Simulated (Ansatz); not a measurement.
# ZnO: computed DOS

```cif
data_structure
_symmetry_space_group_name_H-M 'P 1'
_symmetry_Int_Tables_number 1
_cell_length_a 3.2793
_cell_length_b 3.2793
_cell_length_c 5.2939
_cell_angle_alpha 90.000
_cell_angle_beta 90.000
_cell_angle_gamma 120.000
_cell_volume 49.30
loop_
_atom_site_label
_atom_site_type_symbol
_atom_site_fract_x
_atom_site_fract_y
_atom_site_fract_z
_atom_site_occupancy
Zn1 Zn 0.33333 0.66667 0.99848 1
Zn2 Zn 0.66667 0.33333 0.49848 1
O1 O 0.33333 0.66667 0.37752 1
O2 O 0.66667 0.33333 0.87752 1
```

The runs use the primitive cell with vectors (3.279, 0.000, 0.000), (-1.640, 2.840, 0.000), (0.000, 0.000, 5.294) Å, to which the k mesh refers.

The structure comes from a relaxation in the same program, started in the wurtzite type, and has space group P6_3mc. Whether it is a known phase or the ground state wasn't checked.

Level of theory: DFT, PBE, all-electron LAPW, scalar-relativistic (Ansatz 0.2.0).

Numerical set-up: a Γ-centred 12×12×7 k mesh, Fermi–Dirac smearing of 0.08 eV, basis error target 1 meV/atom, no spin polarisation.

(1) Which of the resolved shells contributes most in the top eV of the valence band?

(2) Where is the centre of the filled Zn 3d states between -13 eV and the top of the filled states?

(3) Tabulate the density of states.

Results:

(1) O 2p, with 75 % of all states there; Zn 3d follows with 22 %.

(2) -4.34 eV from the valence-band top.

(3) States per eV and cell, averaged over 0.6 eV, from -5.9 to 6.5 eV, with energies (bin centres) from the valence-band top; empty bins are left out. The partial columns, the largest 3 alone, are projections on Löwdin-orthogonalised atomic shells (those that the program's projection atoms carry: the occupied ones and, for some elements, an empty d or f shell; other empty shells have no column), summed over atoms of an element. Weights on diffuse s and p shells depend on that basis and aren't pure angular character.
```csv
E (eV),total,Zn 3d,O 2p,Zn 4s
-5.7,7.70,4.60,2.55,0.51
-5.1,12.00,8.72,3.01,0.20
-4.5,11.28,11.07,0.14,0.04
-3.9,4.22,3.28,0.65,0.21
-3.3,2.94,1.48,1.09,0.24
-2.7,2.07,0.78,1.04,0.12
-2.1,3.22,0.90,2.06,0.10
-1.5,3.69,0.88,2.60,0.06
-0.9,4.78,1.07,3.55,0.03
-0.3,1.43,0.32,1.09,0.00
0.9,0.00,0.00,0.00,0.00
1.5,0.05,0.00,0.01,0.03
2.1,0.11,0.00,0.03,0.06
2.7,0.19,0.00,0.05,0.10
3.3,0.30,0.00,0.08,0.17
3.9,0.41,0.00,0.10,0.24
4.5,0.59,0.00,0.12,0.34
5.1,0.90,0.00,0.16,0.50
5.7,1.19,0.00,0.17,0.59
6.3,1.08,0.00,0.14,0.45
```
